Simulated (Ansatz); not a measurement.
**SnO in Ansatz: the effect of functional**

SnO:

```
Sn O
1.0
     3.78810    0.00000    0.00000
     0.00000    3.78810    0.00000
     0.00000    0.00000    4.85411
Sn O
2 2
Direct
  0.50000 0.00000 0.76463
  0.00000 0.50000 0.23537
  0.00000 0.00000 0.00000
  0.50000 0.50000 0.00000
```

The cell is a database's computed one.

The cell isn't the ideal one: volume scaled by 0.98.

Alike in all runs:

- Program: Ansatz 0.2.0
- Task: single point
- Potentials or basis: Ansatz PAW
- k mesh: 7 × 7 × 6
- Occupations: fermi-dirac, width 0.05 eV
- Spin: no spin polarisation

| functional | cutoff | gap on the mesh (eV) | pressure (GPa) | largest force (eV/Å) |
| --- | --- | --- | --- | --- |
| LDA | 420 eV (not typed: the program's choice for these potentials) | 0.39 | -1.4 | 0.04 |
| r2SCAN | 500 eV (not typed: the program's choice for these potentials) | 0.41 | 1.6 | 0.16 |
| PBE | 420 eV (not typed: the program's choice for these potentials) | ? | ? | ? |

**Question.** What does the run with functional PBE give?

**Answer.** gap on the mesh 0.30 eV; pressure 5.7 GPa; largest force 0.66 eV/Å.

Caveats: odd divisions of the mesh miss points on the zone boundary, where band edges often lie, so the gap on the mesh can be too wide; spin-orbit coupling is left out, which moves the levels of the heavy elements; the PAW data sets come from PBE, with cores solved anew for the run's functional, which leaves a small shift of forces and pressure (some runs).

A k mesh can miss the band edges.
